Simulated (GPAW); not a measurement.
Crystal: SnO2 (Cassiterite).

```xyz
6
Lattice="4.7380 0.0000 0.0000 0.0000 4.7380 0.0000 0.0000 0.0000 3.1865" Properties=species:S:1:pos:R:3 pbc="T T T"
Sn    2.3690    2.3690    1.5933
Sn    0.0000    0.0000    0.0000
O     3.8240    0.9140    1.5933
O     3.2830    3.2830    0.0000
O     0.9140    3.8240    1.5933
O     1.4550    1.4550    0.0000
```

- Program: GPAW 26.7.0
- Task: relaxation of cell and atoms
- Functional: revPBE
- Potentials or basis: the program's PAW data sets (release 1.2.1) made for this functional
- Cutoff: 800 eV
- Basis: pw
- k mesh: 4 × 4 × 5
- Occupations: fermi-dirac, width 0.05 eV
- Spin: no spin polarisation

At the start: pressure 13.0 GPa; volume 11.92 Å³/atom.

Question: How do energy, volume and symmetry change on relaxing?

Answer: Over 12 steps the energy falls by 30.6 meV/atom and the volume is 12.71 Å³/atom (+6.6 %); space group P4_2/mnm (No. 136, to 0.05 Å).

The path:
```csv
step,energy change (eV),largest force (eV/Å),pressure (GPa),volume (Å³)
1,0.0000,0.2844,12.98,71.53
2,-0.0417,0.1557,11.21,72.03
3,-0.1593,0.3034,2.62,74.88
4,-0.1698,0.2793,1.10,75.51
5,-0.1791,0.1441,-0.23,76.16
6,-0.1814,0.0338,-0.28,76.26
7,-0.1818,0.0122,-0.05,76.19
8,-0.1820,0.0245,0.08,76.15
9,-0.1824,0.0389,0.31,76.08
10,-0.1830,0.0389,0.40,76.09
11,-0.1835,0.0206,0.26,76.18
12,-0.1837,0.0044,0.07,76.26
```

Final structure:
```xyz
6
Lattice="4.8515 0.0000 0.0000 0.0000 4.8515 0.0000 0.0000 0.0000 3.2399" Properties=species:S:1:pos:R:3 pbc="T T T"
Sn    2.4258    2.4258    1.6200
Sn    0.0000    0.0000    0.0000
O     3.9141    0.9374    1.6200
O     3.3632    3.3632    0.0000
O     0.9374    3.9141    1.6200
O     1.4883    1.4883    0.0000
```

Caveat: the k mesh is coarse; later steps reuse the first step's grids.
